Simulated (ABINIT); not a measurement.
Input of an ABINIT 10.8.3 (patched build) run:

Contents of run.abi:

```
# Pseudopotentials
pp_dirpath "./"
pseudos "N.GGA_PBE-JTH.xml, B.GGA_PBE-JTH.xml"

# Structure
acell 3*1.0
rprim
     4.7209893936     0.0000000000     0.0000000000
    -2.3604946968     4.0884967459     0.0000000000
     0.0000000000     0.0000000000    12.5396556452
ntypat 2
znucl 7 5
natom 4
typat 1 1 2 2
xred
     0.6666666667     0.3333333333     0.2500000000
     0.3333333333     0.6666666667     0.7500000000
     0.6666666667     0.3333333333     0.7500000000
     0.3333333333     0.6666666667     0.2500000000
chkprim 0
chksymtnons 0
tolsym 1.0e-6

# Plane-wave basis
ecut 26.0
pawecutdg 48.0
pawxcdev 0
pawovlp -1

# k points
kptopt 1
ngkpt 12 12 4
nshiftk 1
shiftk 0.0 0.0 0.0

# Exchange and correlation
ixc 11
vdw_xc 5

# Bands and occupations
nband 12
occopt 3
tsmear 0.05 eV

# SCF cycle
nstep 100
tolvrs 1.0e-9

# Output
iomode 3
prtwf 0
prtden 0
prteig 0
prtebands 0
enunit 2

# Relaxation
ionmov 2
ntime 60
tolmxf 0.0002
optcell 2
dilatmx 1.08
ecutsm 0.5
```

Potentials or basis: JTH PAW PBE v2.0.

The run is started by

```console
$ abinit run.abi > log 2>&1
```

Question: Predict the relaxed cell.

Answer: a = 2.509 Å, b = 2.509 Å, c = 6.200 Å, α = 90.00°, β = 90.00°, γ = 120.00°.

Question: What does it give for the space group after relaxing (to 0.05 Å)?

Answer: P6_3/mmc (No. 194).

The path:
| step | energy change (eV) | largest force (eV/Å) | pressure (GPa) | volume (Å³) |
| --- | --- | --- | --- | --- |
| 1 | 0.0000 | 0.0000 | 2.61 | 35.87 |
| 2 | -0.0063 | 0.0000 | -1.13 | 36.15 |
| 3 | -0.0080 | 0.0000 | -1.11 | 36.06 |
| 4 | -0.0084 | 0.0000 | 1.61 | 32.01 |
| 5 | -0.0258 | 0.0000 | -0.43 | 34.59 |
| 6 | -0.0293 | 0.0000 | -0.15 | 34.04 |
| 7 | -0.0298 | 0.0000 | 0.04 | 33.76 |
| 8 | -0.0298 | 0.0000 | 0.00 | 33.81 |

Caveat: the atomic spheres overlap.
